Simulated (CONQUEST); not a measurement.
The system is Ge.

```
CELL_PARAMETERS angstrom
4.00068 0.00000 0.00000
0.00000 4.00068 0.00000
0.00000 0.00000 5.65782
ATOMIC_POSITIONS crystal
Ge 0.00000 0.50000 0.25000
Ge 0.50000 0.00000 0.75000
Ge 0.00000 0.00000 0.50000
Ge 0.50000 0.50000 0.00000
```

| Item | Value |
| --- | --- |
| Program | CONQUEST 1.3 |
| Task | single point |
| Functional | PBE |
| Potentials or basis | PseudoDojo NC PBE, DZ, grid cutoff 120 Ha |
| k mesh | 7 × 7 × 5 |
| Occupations | fermi-dirac, width 0.05 eV |
| Spin | no spin polarisation |

On this cell: pressure 4.4 GPa; largest force zero by symmetry; band gap on the k mesh none (metal or under the smearing width).

The same run follows on a disturbed copy (atoms moved at random, drawn with an rms of 0.05 Å):

```
Ge
1.0
     4.00068    0.00000    0.00000
     0.00000    4.00068    0.00000
     0.00000    0.00000    5.65782
Ge
4
Direct
  0.00045 0.51385 0.24711
  0.50045 0.01385 0.74711
  0.00157 0.00202 0.49142
  0.50157 0.50203 0.99142
```

Q: What changes?

A: The energy (extrapolated to zero smearing) moves by +9.7 meV/atom; pressure 4.4 GPa; largest force 0.714 eV/Å; band gap on the k mesh none (metal or under the smearing width).

Forces on the atoms (eV/Å):
```
Ge   0.047 -0.592 -0.395
Ge   0.047 -0.592 -0.395
Ge  -0.039  0.587  0.393
Ge  -0.039  0.587  0.393
```

Caveats: the atomic basis is small; the basis of atomic orbitals isn't converged, which shifts pressures, moduli and gaps; the box holds several primitive cells, so bands are folded and the points are those of the box's own zone (some runs); the real-space grid breaks the cell's symmetry a little (some runs).
